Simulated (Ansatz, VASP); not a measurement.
# AlN: VASP beside Ansatz

```xyz
4
Lattice="3.1286 0.0000 0.0000 -1.5643 2.7094 0.0000 0.0000 0.0000 5.0170" Properties=species:S:1:pos:R:3 pbc="T T T"
Al    1.5643    0.9031    2.5049
Al    0.0000    1.8063    5.0134
N     1.5643    0.9031    4.4185
N     0.0000    1.8063    1.9100
```

The cell is a database's computed one.

Alike in both runs: task relaxation of cell and atoms; functional PBE; k mesh 12 × 12 × 6; occupations gaussian, width 0.02 eV; no spin polarisation.

|  | VASP | Ansatz |
| --- | --- | --- |
| version | VASP 6.6.1 | Ansatz 0.2.0 |
| potentials or method | VASP PAW PBE potentials, release 64 (Al, N) | scalar-relativistic, plane waves, PAW |
| plane-wave cutoff (eV) | 600 | 420 |
| valence electrons in the cell | 16 | 16 |

|  | VASP | Ansatz | Ansatz less VASP |
| --- | --- | --- | --- |
| gap on the k mesh at the Fermi level, each at its own relaxed structure (eV) | 4.06 | 4.03 | -0.029 |
| relaxed volume (Å³/atom) | 10.62 | 10.65 | +0.022 |
| relaxed cell length with the largest relative difference (Å) | 3.128 | 3.130 | +0.0025 |

A k mesh can miss the band edges.
